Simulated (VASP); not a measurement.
# RPA total energies of AlAs, part 5 of 5

Aim: total energies of AlAs from exact exchange and RPA correlation, beside cheaper functionals. The scan starts from a database cell, scaled to the smallest volume of the series. The cell is of the zinc-blende type, one of the forms listed for this formula. The start is a cell from a database of measured crystal structures.

VASP 6.6.1, plane waves and PAW; the level of theory is named at each step.

So far. Step 24 (Orbitals for comparison: HSE06, volume ratio 1.02): The run ends at a pressure of -2.31 GPa. Step 25 (Comparison: HSE06, volume ratio 1.02): Its energy is -5.4571 eV an atom, on a zero of its own.

**26. Orbitals, volume ratio 1.06**

This step: LDA; plane waves and PAW (As_GW, Al_GW) (VASP 6.6.1).

The same chain follows at a volume ratio of 1.06.

The input, INCAR:

```
SYSTEM = AlAs
PREC = Accurate
ENCUT = 300
EDIFF = 1E-08
NELM = 100
ISMEAR = 0
SIGMA = 0.05
LREAL = .FALSE.
ALGO = Normal
GGA = CA
NBANDS = 10
LORBIT = 11
LWAVE = .TRUE.
LCHARG = .FALSE.
KPAR = 4
```

The input, POSCAR:

```
AlAs
1.0
    0.0000000000      2.8859121326      2.8859121326
    2.8859121326      0.0000000000      2.8859121326
    2.8859121326      2.8859121326      0.0000000000
As Al
1 1
Direct
    0.7500000000      0.7500000000      0.7500000000
    0.0000000000      0.0000000000      0.0000000000
```

The input, KPOINTS:

```
Automatic mesh
0
Gamma
5 5 5
0 0 0
```

The projector-augmented-wave data sets are As_GW and Al_GW (LDA family, release 64).

Run with:

```sh
$ mpirun -np 4 vasp_std
```

The program printed:

```text
[... set-up lines as in an earlier step ...]
 entering main loop
       N       E                     dE             d eps       ncg     rms          rms(c)
DAV:   1     0.747387742263E+01    0.74739E+01   -0.29871E+03   200   0.486E+02
DAV:   2    -0.100906290598E+02   -0.17565E+02   -0.17125E+02   282   0.719E+01
DAV:   3    -0.107372397785E+02   -0.64661E+00   -0.64566E+00   248   0.148E+01
DAV:   4    -0.107452941486E+02   -0.80544E-02   -0.80537E-02   258   0.180E+00
[...]
DAV:  12    -0.104372326191E+02    0.84499E-06   -0.26734E-06   216   0.708E-03    0.542E-04
DAV:  13    -0.104372326165E+02    0.25840E-08   -0.21395E-07   252   0.234E-03    0.140E-04
DAV:  14    -0.104372326173E+02   -0.75170E-09   -0.46996E-09   120   0.463E-04
   1 F= -.10437233E+02 E0= -.10437233E+02  d E =-.596059E-15
 writing wavefunctions
```

Run time: 1.8 s. Hardware: 4 MPI ranks of AMD EPYC 7R43, shared host; peak memory 0.35 GiB; 4.7 s of CPU time.

Parts of OUTCAR (step 26):

```text
  Total       -1.3942082     -1.3942082     -1.3942082      0.0000000      0.0000000      0.0000000
  in kB      -46.4685275    -46.4685275    -46.4685275      0.0000000      0.0000000      0.0000000
  external PRESSURE =     -46.4685275 kB  Pullay stress =       0.0000000 kB

 POSITION                                       TOTAL-FORCE (eV/Angst)
 -----------------------------------------------------------------------------------
      4.32887      4.32887      4.32887        -0.000000     -0.000000     -0.000000
      0.00000      0.00000      0.00000         0.000000      0.000000      0.000000
 -----------------------------------------------------------------------------------
    total drift:                                0.000000      0.000000      0.000000

  FREE ENERGIE OF THE ION-ELECTRON SYSTEM (eV)
  ---------------------------------------------------
  free  energy   TOTEN  =       -10.4372326173 eV

  energy  without entropy=      -10.4372326173  energy(sigma->0) =      -10.43723262

[... 1 part as in an earlier step ...]

[... 2 further parts left out ...]
[key lines of the parts left out:]
E-fermi :   3.1964
```

The run ends at a pressure of -4.65 GPa.

**27. Exact exchange, volume ratio 1.06**

This step: Hartree-Fock energy on LDA orbitals; plane waves and PAW (As_GW, Al_GW) (VASP 6.6.1).

Exact exchange at this point.

The input, INCAR:

```
SYSTEM = AlAs
PREC = Accurate
ENCUT = 300
ISMEAR = 0
SIGMA = 0.05
LREAL = .FALSE.
GGA = CA
NBANDS = 10
ALGO = Eigenval
NELM = 1
LHFCALC = .TRUE.
AEXX = 1
ALDAC = 0
AGGAC = 0
PRECFOCK = Normal
LWAVE = .FALSE.
LCHARG = .FALSE.
```

POSCAR is that of step 26.

KPOINTS is that of step 26.

The run starts from files that an earlier step left in the folder.

Run with:

```sh
$ mpirun -np 4 vasp_std
```

The program printed:

```text
[... set-up lines as in an earlier step ...]
 entering main loop
       N       E                     dE             d eps       ncg     rms          rms(c)
EIG:   1    -0.160894099544E+02   -0.16089E+02    0.00000E+00     0   0.000E+00
   1 F= -.16089410E+02 E0= -.16089410E+02  d E =-.517672E-24
```

It took 7 s on 4 MPI ranks; peak memory 0.3 GiB.

From OUTCAR (step 27):

```text
 POSITION                                       TOTAL-FORCE (eV/Angst)
 -----------------------------------------------------------------------------------
      4.32887      4.32887      4.32887         0.000000      0.000000      0.000000
      0.00000      0.00000      0.00000        -0.000000     -0.000000     -0.000000
 -----------------------------------------------------------------------------------
    total drift:                                0.000000      0.000000      0.000000

  FREE ENERGIE OF THE ION-ELECTRON SYSTEM (eV)
  ---------------------------------------------------
  free  energy   TOTEN  =       -16.0894099544 eV

  energy  without entropy=      -16.0894099544  energy(sigma->0) =      -16.08940995

[... 2 parts as in an earlier step ...]

[... 1 further part left out ...]
[key lines of the parts left out:]
E-fermi :   3.2816
```

The Hartree-Fock energy on these orbitals is -8.0447 eV an atom.

**28. Empty bands, volume ratio 1.06**

This step: LDA; plane waves and PAW (As_GW, Al_GW) (VASP 6.6.1).

The empty bands are made again, for the run that follows.

The input, INCAR:

```
SYSTEM = AlAs
PREC = Accurate
ENCUT = 300
ISMEAR = 0
SIGMA = 0.05
LREAL = .FALSE.
GGA = CA
NBANDS = 572
ALGO = Exact
NELM = 1
LWAVE = .TRUE.
LCHARG = .FALSE.
LOPTICS = .TRUE.
NEDOS = 1000
CSHIFT = 0.1
```

POSCAR is that of step 27.

KPOINTS is that of step 27.

Run with:

```sh
$ mpirun -np 4 vasp_std
```

The program printed:

```text
[banner, memory and clock lines left out]
running    4 mpi-ranks, on    1 nodes
[...]
LDA part: xc-table for (Slater(with rela. corr.)+CA(PZ))
 , standard interpolation
 found WAVECAR, reading the header
  number of bands has changed, file:    10 present:   572
  trying to continue reading WAVECAR, but it might fail
 POSCAR, INCAR and KPOINTS ok, starting setup
[...]
reading WAVECAR
 random initialization beyond band           10
 the WAVECAR file was read successfully
 initial charge from wavefunction
 entering main loop
       N       E                     dE             d eps       ncg     rms          rms(c)
DIA:   1    -0.104372326177E+02   -0.10437E+02    0.00000E+00     0   0.000E+00
   1 F= -.10437233E+02 E0= -.10437233E+02  d E =-.854653E-30
 writing wavefunctions
 optical routines
 imaginary and real dielectric function
 recalculating local potential from charge density
 direction            1
 direction            2
 direction            3
```

Run time: 4.2 s. Hardware: 4 MPI ranks; peak memory 0.4 GiB; 14 s of CPU time.

Parts of OUTCAR (step 28):

```text
  Total       -1.3938866     -1.3938866     -1.3938866      0.0000000      0.0000000     -0.0000000
  in kB      -46.4578093    -46.4578093    -46.4578093      0.0000000      0.0000000     -0.0000000
  external PRESSURE =     -46.4578093 kB  Pullay stress =       0.0000000 kB

 POSITION                                       TOTAL-FORCE (eV/Angst)
 -----------------------------------------------------------------------------------
      4.32887      4.32887      4.32887         0.000000     -0.000000     -0.000000
      0.00000      0.00000      0.00000        -0.000000      0.000000      0.000000
 -----------------------------------------------------------------------------------
    total drift:                                0.000000      0.000000      0.000000

  FREE ENERGIE OF THE ION-ELECTRON SYSTEM (eV)
  ---------------------------------------------------
  free  energy   TOTEN  =       -10.4372326177 eV

  energy  without entropy=      -10.4372326177  energy(sigma->0) =      -10.43723262

[... 1 part as in an earlier step ...]

[... 2 further parts left out ...]
[key lines of the parts left out:]
E-fermi :   3.3264
```

WAVECAR now holds 572 bands for 8 electrons.

**29. RPA correlation, volume ratio 1.06**

This step: RPA correlation on LDA orbitals; plane waves and PAW (As_GW, Al_GW) (VASP 6.6.1).

RPA correlation at this point.

The input, INCAR:

```
SYSTEM = AlAs
PREC = Accurate
ENCUT = 300
ISMEAR = 0
SIGMA = 0.05
LREAL = .FALSE.
GGA = CA
NBANDS = 572
ALGO = ACFDT
ENCUTGW = 160
NOMEGA = 12
PRECFOCK = Fast
LWAVE = .FALSE.
LCHARG = .FALSE.
```

POSCAR is that of step 28.

KPOINTS is that of step 28.

Run with:

```sh
$ mpirun -np 4 vasp_std
```

The program printed:

```text
[banner, memory and clock lines left out]
running    4 mpi-ranks, on    1 nodes
[...]
LDA part: xc-table for (Slater(with rela. corr.)+CA(PZ))
 , standard interpolation
 found WAVECAR, reading the header
 POSCAR, INCAR and KPOINTS ok, starting setup
[...]
reading WAVECAR
 the WAVECAR file was read successfully
 initial charge from wavefunction
 available memory per node:    187.36 GB, setting MAXMEM to    191860

 The Fermi energy was updated, please check that it is located mid-gap
 values below the HOMO (VB) or above the LUMO (CB) will cause erroneous energies
 E-fermi :   3.6416

 the WAVEDER file was read successfully
 set NWRITE>2 for more details about minimax calculation
 number of imaginary grid points requested:      12
 number of distinct grids requested:  1
 quadrature errors minimized for energies in [ 0.142E+01, 0.304E+03 ]
 bosonic grid (T=0, re) determined with error: 0.3735E-07
 bosonic grid (re): 0.3735E-07
       0.3283       1.0638       2.0618       3.5912       6.0967
[...]
NQ=   4    0.2000    0.2000    0.0000,
|.........|.........|.........|.........
 performed      13632000 updates of chi_q(r,r)
 total number of BLAS operations       5485.54 Gflops
NQ=   5    0.4000    0.2000    0.0000,
|.........|.........|.........|.........
 performed      17040000 updates of chi_q(r,r)
 total number of BLAS operations       6793.15 Gflops
NQ=   6   -0.4000    0.2000    0.0000,
|.........|.........|.........|.........
 performed      20448000 updates of chi_q(r,r)
 total number of BLAS operations       8148.96 Gflops
NQ=   7   -0.2000    0.2000    0.0000,
|.........|.........|.........|.........
 performed      23856000 updates of chi_q(r,r)
 total number of BLAS operations       9397.55 Gflops
NQ=   8    0.4000    0.4000    0.0000,
|.........|.........|.........|.........
 performed      27264000 updates of chi_q(r,r)
 total number of BLAS operations      10693.24 Gflops
NQ=   9   -0.4000    0.4000    0.0000,
|.........|.........|.........|.........
 performed      30672000 updates of chi_q(r,r)
 total number of BLAS operations      12061.24 Gflops
NQ=  10   -0.4000    0.4000    0.2000,
|.........|.........|.........|.........
 performed      34080000 updates of chi_q(r,r)
 total number of BLAS operations      13380.82 Gflops
 entering main loop
```

The job ended after 2.5 min (4 MPI ranks; peak memory 1.1 GiB).

OUTCAR, selected parts (step 29):

```text
      cutoff energy     smooth cutoff   RPA   correlation   Hartree contr. to MP2
---------------------------------------------------------------------------------
            160.000           128.000      -10.6954808572      -17.5569686466
            152.381           121.905      -10.6529189680      -17.5120489110
            145.125           116.100      -10.6077489313      -17.4641554878
            138.214           110.571      -10.5592324088      -17.4124370100
            131.632           105.306      -10.5079890622      -17.3574924135
            125.364           100.291      -10.4528381969      -17.2979604203
            119.394            95.516      -10.3944539216      -17.2345009738
            113.709            90.967      -10.3320624085      -17.1661644656
  linear regression

[... 2 parts as in an earlier step ...]

[... 2 further parts left out ...]
[key lines of the parts left out:]
E-fermi :   3.6416
```

Extrapolated by the program to an infinite response cutoff, the correlation energy is -5.6185 eV an atom, +2 meV against the point before. With exact exchange the total is -13.6632 eV an atom.

**30. Orbitals for comparison: HSE06, volume ratio 1.06**

This step: LDA; plane waves and PAW (As_GW, Al_GW) (VASP 6.6.1).

Starting orbitals, as before.

The input, INCAR:

```
SYSTEM = AlAs
PREC = Accurate
ENCUT = 300
EDIFF = 1E-05
NELM = 100
ISMEAR = 0
SIGMA = 0.05
LREAL = .FALSE.
ALGO = Normal
GGA = CA
NBANDS = 10
LORBIT = 11
LWAVE = .TRUE.
LCHARG = .FALSE.
KPAR = 4
```

POSCAR is that of step 29.

KPOINTS is that of step 29.

Run with:

```sh
$ mpirun -np 4 vasp_std
```

The program printed:

```text
[... set-up lines as in an earlier step ...]
 entering main loop
       N       E                     dE             d eps       ncg     rms          rms(c)
[... 9 cycles as in an earlier step ...]
DAV:  10    -0.104372321155E+02   -0.92263E-06   -0.78269E-05   214   0.432E-02
   1 F= -.10437232E+02 E0= -.10437232E+02  d E =-.576473E-15
 writing wavefunctions
```

Run time: 1.6 s. Hardware: 4 MPI ranks; peak memory 0.31 GiB; 3.7 s of CPU time.

OUTCAR, selected parts (step 30):

```text
  Total       -1.3937132     -1.3937132     -1.3937132      0.0000000      0.0000000     -0.0000000
  in kB      -46.4520304    -46.4520304    -46.4520304      0.0000000      0.0000000     -0.0000000
  external PRESSURE =     -46.4520304 kB  Pullay stress =       0.0000000 kB

 POSITION                                       TOTAL-FORCE (eV/Angst)
 -----------------------------------------------------------------------------------
      4.32887      4.32887      4.32887        -0.000000      0.000000     -0.000000
      0.00000      0.00000      0.00000         0.000000      0.000000      0.000000
 -----------------------------------------------------------------------------------
    total drift:                                0.000000      0.000000      0.000000

  FREE ENERGIE OF THE ION-ELECTRON SYSTEM (eV)
  ---------------------------------------------------
  free  energy   TOTEN  =       -10.4372321155 eV

  energy  without entropy=      -10.4372321155  energy(sigma->0) =      -10.43723212

[... 2 parts as in an earlier step ...]

[... 1 further part left out ...]
[key lines of the parts left out:]
E-fermi :   3.1959
```

The run ends at a pressure of -4.65 GPa.

**31. Comparison: HSE06, volume ratio 1.06**

This step: HSE06; plane waves and PAW (As_GW, Al_GW) (VASP 6.6.1).

The comparison at this point.

The input, INCAR:

```
SYSTEM = AlAs
PREC = Accurate
ENCUT = 300
EDIFF = 1E-06
NELM = 100
ISMEAR = 0
SIGMA = 0.05
LREAL = .FALSE.
ALGO = Normal
LHFCALC = .TRUE.
AEXX = 0.25
GGA = PE
HFSCREEN = 0.2
LASPH = .TRUE.
NBANDS = 10
PRECFOCK = Fast
LWAVE = .FALSE.
LCHARG = .FALSE.
KPAR = 4
```

POSCAR is that of step 30.

KPOINTS is that of step 30.

The WAVECAR or CHGCAR of an earlier step is read.

Run with:

```sh
$ mpirun -np 4 vasp_std
```

The program printed:

```text
[... set-up lines as in an earlier step ...]
 entering main loop
       N       E                     dE             d eps       ncg     rms          rms(c)
DAV:   1    -0.108853329613E+02   -0.10885E+02   -0.53661E-01   204   0.403E+00    0.318E-01
DAV:   2    -0.108898370518E+02   -0.45041E-02   -0.14496E-02   300   0.659E-01    0.236E-01
DAV:   3    -0.108887963400E+02    0.10407E-02   -0.58413E-04   220   0.129E-01    0.144E-01
DAV:   4    -0.108884272898E+02    0.36905E-03   -0.21071E-04   244   0.716E-02    0.871E-02
DAV:   5    -0.108883094004E+02    0.11789E-03   -0.62535E-05   222   0.417E-02    0.524E-02
DAV:   6    -0.108882701256E+02    0.39275E-04   -0.18732E-05   248   0.243E-02    0.316E-02
DAV:   7    -0.108882585718E+02    0.11554E-04   -0.62864E-06   220   0.146E-02    0.190E-02
DAV:   8    -0.108882555570E+02    0.30148E-05   -0.23270E-06   236   0.899E-03    0.115E-02
DAV:   9    -0.108882548461E+02    0.71096E-06   -0.88633E-07   194   0.566E-03
   1 F= -.10888255E+02 E0= -.10888255E+02  d E =-.191185E-11
```

It took 27 s on 4 MPI ranks; peak memory 0.77 GiB; 1.7 min of CPU time.

From OUTCAR (step 31):

```text
 POSITION                                       TOTAL-FORCE (eV/Angst)
 -----------------------------------------------------------------------------------
      4.32887      4.32887      4.32887         0.000000      0.000000      0.000000
      0.00000      0.00000      0.00000        -0.000000     -0.000000     -0.000000
 -----------------------------------------------------------------------------------
    total drift:                                0.000002      0.000002      0.000001

  FREE ENERGIE OF THE ION-ELECTRON SYSTEM (eV)
  ---------------------------------------------------
  free  energy   TOTEN  =       -10.8882548461 eV

  energy  without entropy=      -10.8882548461  energy(sigma->0) =      -10.88825485

[... 2 parts as in an earlier step ...]

[... 1 further part left out ...]
[key lines of the parts left out:]
E-fermi :   2.9118
```

Its energy is -5.4441 eV an atom, on a zero of its own.

**32. Summary**

This step: exact exchange and RPA correlation on LDA orbitals, beside HSE06; plane waves and PAW (VASP 6.6.1).

No new run; the numbers come from the runs before.

Numbers from this step:

- equilibrium volume, EXX+RPA: 22.91 Å³/atom
- bulk modulus: 75.81 GPa

Table of energy above the lowest point by volume; values in meV/atom:

```
volume (Å³/atom)   LDA   EXX  EXX+RPA  HSE06
           20.86  28.4  67.9     51.0   46.9
           21.77  4.41  22.3     14.4   12.2
           22.45     0  4.97     1.84  0.769
           23.13  5.30     0        0      0
           24.04  25.1  9.66     11.5   12.9
```

Cost is wall time times ranks on a shared host; the EXX and RPA rows hold the orbitals run too, the hybrid row not its starting run, and runs of a few seconds are mostly start-up. Fits of the equation of state:

```
  level  V0 (Å³/atom)  B0 (GPa)  fit error (meV/atom)  minimum inside the series  cost a point (core minutes)
    LDA          22.4      76.1              0.002154                        yes                         0.12
    EXX         23.09     85.74              0.007715                        yes                         0.63
EXX+RPA         22.91     75.81              0.001768                        yes                         9.83
  HSE06         22.84     76.76               2.47e-4                        yes                         1.84
```

**33. Results**

| Property | Result |
| --- | --- |
| LDA | V0 22.40 Å³/atom, B0 76.1 GPa |
| EXX | V0 23.09 Å³/atom, B0 85.7 GPa |
| EXX+RPA | V0 22.91 Å³/atom, B0 75.8 GPa |
| HSE06 | V0 22.84 Å³/atom, B0 76.8 GPa |

**Reading.** Exact exchange with RPA correlation puts the minimum at 22.91 Å³ an atom, with a bulk modulus of 75.8 GPa. LDA puts the volume 2.2 % below EXX+RPA, at roughly 1/82 of its cost. HSE06 puts the volume 0.33 % below EXX+RPA, at roughly 1/5 of its cost. Correlation shrinks the exact-exchange volume by 0.77 %. Mesh, ENCUT and response cutoff weren't varied, and the extrapolation in the response cutoff changes with the volume, so small differences in volume between the levels aren't resolved. Exact exchange and correlation are taken on one coarse mesh and aren't self-consistent; the correlation energy is extrapolated in the response cutoff by the program, which at the first volume adds -291 meV an atom to the value at the highest cutoff and varies with the volume; a small fit error says nothing about that part. NBANDS follows the largest plane-wave count of any k point, which rises in steps with the volume. The cheaper functionals share the mesh, and the fits are third-order Birch-Murnaghan curves. Not tabulated here, as repeats of values shown or as unfit to read for their mesh, reference level or band range: eps2 curves (empty bands); eps1 curves and static values (empty bands); gaps (empty bands).

[Lines on the potential files, build, host, timing and source positions are cut from VASP's logs without a mark.]

[Logs are printed without paths, hosts, clocks, repeated set-up lines and the standing remarks that a program may print on its own settings, such as how far it seeks lower states.]

[Hosts, paths, dates, database ids (printed as entryN), source tags and the programs' standing remarks are cut or masked in the printed files.]

[Pressures printed for these runs are not shown converged in the cutoff: they can be off by several GPa and have the wrong sign.]
